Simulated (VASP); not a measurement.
# BaTe (Immm) in VASP: notebook

Runs on BaTe. Level: PBEsol. Tasks: single point.

Program: VASP 6.6.1. These are calculated values, not measurements. Logs are shortened: lines on timing, memory, paths and dates and some standing lists are left out, and cuts for length are marked.

### 1 The cell of the first run

Symmetry: Immm, No. 71, orthorhombic system. The conventional cell has a = 4.860 Å, b = 4.958 Å, c = 6.943 Å, α = 90.00°, β = 90.00°, γ = 90.00°. Around Ba (site symmetry mmm) lie 6 Te at 3.47 Å. Te (site symmetry mmm) has 6 Ba at 3.47 Å as nearest neighbours.

### 2 Single point, PBEsol (strain -0.0200 x Voigt [0, 0, 0, 0, 1, 0], atoms carried along)

INCAR reads:

```
PREC = Accurate ; ENCUT = 520
EDIFF = 1E-6 ; ISMEAR = 0
SIGMA = 0.05 ; LREAL = F
LASPH = T ; NELM = 100
ALGO = Normal ; ISIF = 2
LWAVE = F ; LCHARG = T
GGA = PS ; LELF = T
LVHAR = T ; NBANDS = 15
```

KPOINTS reads:

```
regular mesh
0
Gamma
  8 8 8
```

POSCAR reads:

```
BaTe
1.0
   -0.0347139741      3.4713974052      3.4713974052
    3.4366834311      0.0000000000      3.4366834311
    3.4713974052      3.4713974052     -0.0347139741
Ba Te
1 1
Direct
    0.0000000000      0.0000000000      0.0000000000
    0.5000000000      0.5000000000      0.5000000000
```

Potentials or basis: VASP PAW PBE potentials, release 64 (Ba_sv, Te).

On the command line:

```sh
$ cat potpaw_PBE.64/Ba_sv/POTCAR potpaw_PBE.64/Te/POTCAR > POTCAR
$ mpirun -np 1 vasp_std > vasp.out
```

OUTCAR:

```text
PREC = Accurate
   ENCUT = 520
   EDIFF = 1E-6
   ISMEAR = 0
   LREAL = F
   LASPH = T
   NELM = 100
   ISIF = 2
   GGA = PS

 ion  position               nearest neighbor table
   1  0.000  0.000  0.000-   2 3.47   2 3.47   2 3.47   2 3.47   2 3.47   2 3.47
   2  0.500  0.500  0.500-   1 3.47   1 3.47   1 3.47   1 3.47   1 3.47   1 3.47

  LATTYP: Found a body centered orthorhombic cell.
 ALAT       =     4.8602043178
 B/A-ratio  =     1.0202020202
 C/A-ratio  =     1.4284985479

  Lattice vectors:

 A1 = (   3.4713974052,  -3.4713974052,  -0.0347139741)
 A2 = (  -3.4713974052,  -3.4713974052,   0.0347139741)
 A3 = (   0.0347139741,   3.4713974052,  -3.4713974052)

Analysis of symmetry for initial positions (statically):
=====================================================================
 Subroutine PRICEL returns:
 Original cell was already a primitive cell.

 Routine SETGRP: Setting up the symmetry group for a
 body centered orthorhombic supercell.

 Subroutine GETGRP returns: Found  8 space group operations
 (whereof  8 operations were pure point group operations)
 out of a pool of  8 trial point group operations.

The static configuration has the point symmetry D_2h.

Analysis of symmetry for dynamics (positions and initial velocities):
=====================================================================
 Subroutine PRICEL returns:
 Original cell was already a primitive cell.

 Routine SETGRP: Setting up the symmetry group for a
 body centered orthorhombic supercell.

 Subroutine GETGRP returns: Found  8 space group operations
 (whereof  8 operations were pure point group operations)
 out of a pool of  8 trial point group operations.

The dynamic configuration has the point symmetry D_2h.

 Subroutine INISYM returns: Found  8 space group operations
 (whereof  8 operations are pure point group operations),
 and found     1 'primitive' translations

----------------------------------------------------------------------------------------

                                     Primitive cell

  volume of cell :      83.6565

  direct lattice vectors                    reciprocal lattice vectors
    -0.034713974  3.471397405  3.471397405    -0.142608134  0.144034215  0.142608134
     3.436683431  0.000000000  3.436683431     0.145489106 -0.144034215  0.145489106
     3.471397405  3.471397405 -0.034713974     0.142608134  0.144034215 -0.142608134

  length of vectors
     4.909420022  4.860204318  4.909420022     0.247830617  0.251157351  0.247830617

  position of ions in fractional coordinates (direct lattice)
     0.000000000  0.000000000  0.000000000
     0.500000000  0.500000000  0.500000000

  ion indices of the primitive-cell ions
   primitive index   ion index
                 1           1
                 2           2

----------------------------------------------------------------------------------------

 KPOINTS: regular mesh

Automatic generation of k-mesh.
 Grid dimensions read from file:
 generate k-points for:    8    8    8

 Generating k-lattice:

  Cartesian coordinates                     Fractional coordinates (reciprocal lattice)
    -0.017826017  0.018004277  0.017826017     0.125000000  0.000000000 -0.000000000
     0.018186138 -0.018004277  0.018186138     0.000000000  0.125000000  0.000000000
     0.017826017  0.018004277 -0.017826017     0.000000000  0.000000000  0.125000000

  Length of vectors
     0.030978827  0.031394669  0.030978827

  Shift w.r.t. Gamma in fractional coordinates (k-lattice)
     0.000000000  0.000000000  0.000000000

 Subroutine IBZKPT returns following result:
 ===========================================

 Found     95 irreducible k-points:

 Following reciprocal coordinates:
            Coordinates               Weight
  0.000000  0.000000  0.000000      1.000000
  0.125000  0.000000  0.000000      4.000000
  0.250000  0.000000  0.000000      4.000000
  0.375000  0.000000  0.000000      4.000000
  0.500000  0.000000  0.000000      2.000000
 -0.000000  0.125000 -0.000000      4.000000
[... 16 lines left out ...]
  0.125000  0.375000 -0.000000      8.000000
  0.250000  0.375000 -0.000000      8.000000
 [... further k-points ...]
   k-points           NKPTS =     95   k-points in BZ     NKDIM =     95   number of bands    NBANDS=     15
   number of dos      NEDOS =    301   number of ions     NIONS =      2
   total plane-waves  NPLWV =  57600
   dimension x,y,z NGX =    40 NGY =   36 NGZ =   40
   dimension x,y,z NGXF=    80 NGYF=   72 NGZF=   80
   ions per type =               1   1
   NGX,Y,Z   is equivalent  to a cutoff of  13.55, 12.31, 13.55 a.u.
   NGXF,Y,Z  is equivalent  to a cutoff of  27.09, 24.63, 27.09 a.u.
 SYSTEM =  unknown system
   PREC   = accura    normal or accurate (medium, high low for compatibility)
   ISTART =      0    job   : 0-new  1-cont  2-samecut
   ICHARG =      2    charge: 1-file 2-atom 10-const
   ISPIN  =      1    spin polarized calculation?
   LNONCOLLINEAR =      F non collinear calculations
   LSORBIT =      F    spin-orbit coupling
   LASPH  =      T    aspherical Exc in radial PAW
   ENCUT  =  520.0 eV  38.22 Ry    6.18 a.u.   9.13  9.04  9.13*2*pi/ulx,y,z
   NELM   =    100;   NELMIN=  2; NELMDL= -5     # of ELM steps
   EDIFF  = 0.1E-05   stopping-criterion for ELM
   LREAL  =      F    real-space projection
   EDIFFG = 0.1E-04   stopping-criterion for IOM
   NSW    =      0    number of steps for IOM
   IBRION =     -1    ionic relax: 0-MD 1-quasi-New 2-CG
   NFREE  =      0    steps in history (QN), initial steepest desc. (CG)
   ISIF   =      2    stress and relaxation
   ISYM   =      2    0-nonsym 1-usesym 2-fastsym
   POTIM  = 0.5000    time-step for ionic-motion
   TEBEG  =    0.0;   TEEND  =   0.0 temperature during run
   PSTRESS=    0.0 pullay stress
   NELECT =      16.0000    total number of electrons
   NUPDOWN=      -1.0000    fix difference up-down
   EMIN   =  10.00;   EMAX   =-10.00  energy-range for DOS
   EFERMI =   0.00;   METHOD = LEGACY
   ISMEAR =     0;   SIGMA  =   0.05  broadening in eV -4-tet -1-fermi 0-gaus
   EFERMI_NEDOS =   21; number of points for ismear=-14 and -15
   IALGO  =     38    algorithm
   IMIX   =      4    mixing-type and parameters
     AMIX     =   0.40;   BMIX     =  1.00
     AMIX_MAG =   1.60;   BMIX_MAG =  1.00
  volume/ion in A,a.u.               =      41.83       282.27
  Fermi-wavevector in a.u.,A,eV,Ry     =   0.943224  1.782435 12.104723  0.889672
  Thomas-Fermi vector in A             =   2.070911
   LORBIT       =      0    0 simple, 1 ext, 2 COOP (PROOUT), +10 PAW based schemes
   GGA     = PS    functional components
   LHFCALC =     F    Hartree Fock is set to
   AEXX    =    0.0000 exact exchange contribution
   IVDW    =     0    specifies the selected vdW correction
   LEPSILON=     F    determine dielectric tensor
   LRPA    =     F    only Hartree local field effects (RPA)
 non-spin polarized calculation
 Gauss-broadening in eV      SIGMA  =   0.05
  energy-cutoff  :      520.00
  volume of cell :       83.66
 maximum number of plane-waves:      2270
 NGX is ok and might be reduce to    40
   NGX = 19   NGY = 19   NGZ = 19

 number of electron      16.0000000 magnetization

 Free energy of the ion-electron system (eV)
  ---------------------------------------------------
  ext. energy  EPLUGINS =         0.00000000
  ---------------------------------------------------
  free energy    TOTEN  =        -9.18974320 eV

  energy without entropy =       -9.18974320  energy(sigma->0) =       -9.18974320

 E-fermi :   2.5431     XC(G=0):  -8.5103

 val. band max:        2.3455404778   @ k =   0.0000   0.0000   0.0000
 cond. band min:       3.6843875943   @ k =   0.5000   0.0000   0.5000
 fundamental gap:      1.3388471165
 Fermi energy:         2.5430616860

 k-point     1 :       0.0000    0.0000    0.0000
  band No.  band energies     occupation
      1     -24.6083      2.00000
      2      -9.7540      2.00000
      3      -9.7528      2.00000
      4      -9.7513      2.00000
      5      -7.3240      2.00000
      6       2.2802      2.00000
      7       2.3110      2.00000
      8       2.3455      2.00000
      9       5.0889      0.00000
     10       5.0953      0.00000
     11       5.2227      0.00000
     12       5.2309      0.00000
     13       5.8330      0.00000
     14       5.8339      0.00000
     15       9.1496      0.00000

 k-point     2 :       0.1250    0.0000    0.0000
  band No.  band energies     occupation
      1     -24.6061      2.00000
      2      -9.8405      2.00000
      3      -9.7546      2.00000
      4      -9.7534      2.00000
      5      -7.1924      2.00000
      6       1.7431      2.00000
      7       2.0500      2.00000
      8       2.0984      2.00000
      9       5.1567      0.00000
     10       5.3422      0.00000
     11       5.4310      0.00000
     12       5.8420      0.00000
     13       6.2936      0.00000
     14       6.2969      0.00000
     15       9.6452      0.00000

 k-point     3 :       0.2500    0.0000    0.0000
  band No.  band energies     occupation
      1     -24.6008      2.00000
      2     -10.0237      2.00000
      3      -9.7583      2.00000
      4      -9.7579      2.00000
      5      -6.8950      2.00000
      6       0.8559      2.00000
      7       1.5910      2.00000
      8       1.6458      2.00000
      9       5.3503      0.00000
     10       5.8655      0.00000
     11       5.9614      0.00000
     12       7.1144      0.00000
     13       7.4192      0.00000
     14       7.4198      0.00000
     15      10.5358      0.00000
[... 343 lines left out ...]
 k-point    23 :       0.1250    0.3750   -0.0000
  band No.  band energies     occupation
      1     -24.5949      2.00000
      2     -10.1157      2.00000
      3      -9.7848      2.00000
      4      -9.7768      2.00000
      5      -6.7339      2.00000
      6       0.4261      2.00000
      7       1.2972      2.00000
      8       1.4866      2.00000
      9       5.1646      0.00000
     10       6.6217      0.00000
     11       6.8957      0.00000
     12       7.4635      0.00000
     13       7.7268      0.00000
     14       9.0403      0.00000
     15      10.5041      0.00000

 k-point    24 :       0.2500    0.3750   -0.0000
  band No.  band energies     occupation
      1     -24.5933      2.00000
      2     -10.0327      2.00000
      3      -9.8151      2.00000
      4      -9.8120      2.00000
      5      -6.9002      2.00000
      6       0.6417      2.00000
      7       1.6589      2.00000
      8       1.7854      2.00000
      9       4.3168      0.00000
     10       6.6860      0.00000
     11       6.7490      0.00000
     12       7.4631      0.00000
     13       7.5507      0.00000
     14       9.2918      0.00000
     15      10.3012      0.00000

 [... further k-points ...]

------------------------ aborting loop because EDIFF is reached ----------------------------------------

  FORCE on cell =-STRESS in cart. coord.  units (eV):
  Direction    XX          YY          ZZ          XY          YZ          ZX
  --------------------------------------------------------------------------------------
  -------------------------------------------------------------------------------------
  Total        0.1907518      0.1882796      0.1907518     -0.0000000      0.0000000      0.1145794
  in kB        3.6532523      3.6059045      3.6532523     -0.0000000      0.0000000      2.1944082
  external PRESSURE =       3.6374697 kB  Pullay stress =       0.0000000 kB

 VOLUME and BASIS-vectors are now :
 -----------------------------------------------------------------------------
  energy-cutoff  :      520.00
  volume of cell :       83.66
      direct lattice vectors                 reciprocal lattice vectors
    -0.034713974  3.471397405  3.471397405    -0.142608134  0.144034215  0.142608134
     3.436683431  0.000000000  3.436683431     0.145489106 -0.144034215  0.145489106
     3.471397405  3.471397405 -0.034713974     0.142608134  0.144034215 -0.142608134

 POSITION                                       TOTAL-FORCE (eV/Angst)
 -----------------------------------------------------------------------------------
      0.00000      0.00000      0.00000         0.000000     -0.000000      0.000000
      3.43668      3.47140      3.43668        -0.000000      0.000000     -0.000000
 -----------------------------------------------------------------------------------
    total drift:                                0.000000     -0.000000     -0.000000

  FREE ENERGIE OF THE ION-ELECTRON SYSTEM (eV)
  ---------------------------------------------------
  free  energy   TOTEN  =        -9.1897432023 eV

  energy  without entropy=       -9.1897432023  energy(sigma->0) =       -9.18974320
```

Run time: 73 s. Hardware: 1 thread of Intel Xeon Platinum 8488C (Sapphire Rapids), shared host; peak memory 0.31 GiB.

What came out:

```
Free energy            : -9.1897 eV
Pressure               : 0.4 GPa
Band gap on the k mesh : 1.34 eV, indirect (least direct gap 1.72 eV)
```

Caveat: the PAW data sets were made with another functional, which shifts forces and pressure a little; spin-orbit coupling is left out, which moves the levels of the heavy elements. A k mesh can miss the band edges.

### 3 Single point, PBEsol (strain +0.0100 x Voigt [0, 0, 0, 0, 1, 0], atoms carried along)

INCAR reads:

```
SYSTEM = BaTe
PREC = Accurate ; ENCUT = 520
EDIFF = 1E-6 ; ISMEAR = 0
SIGMA = 0.05 ; LREAL = .False.
LASPH = .True. ; NELM = 100
ALGO = Normal ; ISIF = 2
LWAVE = .False. ; LCHARG = .True.
GGA = PS ; LELF = .True.
LVHAR = .True. ; NBANDS = 15
```

KPOINTS reads:

```
Automatic mesh
0
Gamma
  8 8 8
  0 0 0
```

POSCAR reads:

```
BaTe
1.0
    0.0173569870      3.4713974052      3.4713974052
    3.4887543922      0.0000000000      3.4887543922
    3.4713974052      3.4713974052      0.0173569870
Ba Te
1 1
Direct
    0.0000000000      0.0000000000      0.0000000000
    0.5000000000      0.5000000000      0.5000000000
```

Potentials or basis: VASP PAW PBE potentials, release 64 (Ba_sv, Te).

On the command line:

```sh
$ cat potpaw_PBE.64/Ba_sv/POTCAR potpaw_PBE.64/Te/POTCAR > POTCAR
$ mpirun -np 1 vasp_std > vasp.out
```

Wall time 79 s (1 thread of Intel Xeon Platinum 8488C (Sapphire Rapids), shared host); peak memory 0.32 GiB.

It converged, with:

```
Free energy            : -9.1906 eV
Pressure               : 0.4 GPa
Band gap on the k mesh : 1.36 eV, indirect (least direct gap 1.74 eV)
```

Stress tensor (GPa, compression positive):
```
 0.37  0.00 -0.11
 0.00  0.36  0.00
-0.11  0.00  0.37
```

Levels at points of the mesh, in eV from the valence-band top:
```csv
k point,band 4,band 5,band 6,band 7,band 8,band 9,band 10,band 11,band 12,band 13
"(0.00, 0.00, 0.00)",-12.08,-9.65,-0.03,-0.02,0.00,2.80,2.80,2.86,2.87,3.50
"(0.50, 0.00, 0.00)",-12.09,-8.83,-2.37,-1.24,-1.21,4.09,4.74,4.87,4.94,6.89
"(0.00, 0.50, 0.00)",-12.09,-8.83,-2.37,-1.21,-1.18,4.10,4.72,4.86,4.90,6.91
"(0.50, 0.50, 0.00)",-12.18,-9.43,-1.18,-0.41,-0.41,1.36,4.44,4.62,5.66,5.79
"(0.50, 0.00, 0.50)",-12.17,-9.43,-1.18,-0.43,-0.38,1.36,4.44,4.63,5.66,5.78
```

Caveat: the PAW data sets were made with another functional, which shifts forces and pressure a little; spin-orbit coupling is left out, which moves the levels of the heavy elements.

### 4 Single point, PBEsol (strain -0.0400 x Voigt [0, 0, 0, 0, 1, 0], atoms carried along)

INCAR reads:

```
SYSTEM = BaTe
ALGO = Fast
EDIFF = 1E-6
ENCUT = 520
GGA = PS
ISIF = 2
ISMEAR = 0
LASPH = .TRUE.
LCHARG = .FALSE.
LREAL = .FALSE.
LWAVE = .FALSE.
NBANDS = 15
NELM = 100
PREC = Accurate
SIGMA = 0.05
```

KPOINTS reads:

```
k-points
0
G
  8 8 8
  0 0 0
```

POSCAR reads:

```
BaTe
1.0
   -0.0694279481      3.4713974052      3.4713974052
    3.4019694571      0.0000000000      3.4019694571
    3.4713974052      3.4713974052     -0.0694279481
Ba Te
1 1
Direct
    0.0000000000      0.0000000000      0.0000000000
    0.5000000000      0.5000000000      0.5000000000
```

On the command line:

```sh
$ cat potpaw_PBE.64/Ba_sv/POTCAR potpaw_PBE.64/Te/POTCAR > POTCAR
$ mpirun -np 1 vasp_std > vasp.out
```

Wall time 71 s (1 thread of Intel Xeon Platinum 8488C (Sapphire Rapids), shared host); peak memory 0.32 GiB.

The run converged. Its results:

```yaml
Free_energy: -9.1862 eV
Pressure: 0.4 GPa
Band_gap_on_the_k_mesh: 1.30 eV, indirect (least direct gap 1.67 eV)
```

Stress tensor (GPa, compression positive):
```
0.37 0.00 0.44
0.00 0.35 0.00
0.44 0.00 0.37
```

Levels at points of the mesh, in eV from the valence-band top:
```csv
k point,band 6,band 7,band 8,band 9,band 10,band 11
"(0.00, 0.00, 0.00)",-0.13,-0.07,0.00,2.64,2.65,2.90
"(0.50, 0.00, 0.00)",-2.44,-1.27,-1.14,4.06,4.48,4.83
"(0.00, 0.50, 0.00)",-2.42,-1.38,-1.26,4.02,4.63,4.77
"(0.50, 0.50, 0.00)",-1.24,-0.46,-0.46,1.30,4.37,4.54
"(0.50, 0.00, 0.50)",-1.23,-0.54,-0.37,1.30,4.39,4.58
```

Caveat: the PAW data sets were made with another functional, which shifts forces and pressure a little; spin-orbit coupling is left out, which moves the levels of the heavy elements. A k mesh can miss the band edges.

### 5 Summary

| cell | gap on the mesh (eV) | pressure (GPa) |
| --- | --- | --- |
| strain -0.0200 x Voigt [0, 0, 0, 0, 1, 0], atoms carried along | 1.34 | 0.4 |
| strain +0.0100 x Voigt [0, 0, 0, 0, 1, 0], atoms carried along | 1.36 | 0.4 |
| strain -0.0400 x Voigt [0, 0, 0, 0, 1, 0], atoms carried along | 1.30 | 0.4 |

Alike in all rows: task single point; level PBEsol; potentials or basis VASP PAW PBE potentials, release 64 (Ba_sv, Te); no spin polarisation; k mesh 8 × 8 × 8; cutoff (eV) 520; smearing gaussian 0.05 eV.

Caveats: the PAW data sets were made with another functional, which shifts forces and pressure a little; spin-orbit coupling is left out, which moves the levels of the heavy elements.

Absolute energies hang on the potentials; compare differences alone.
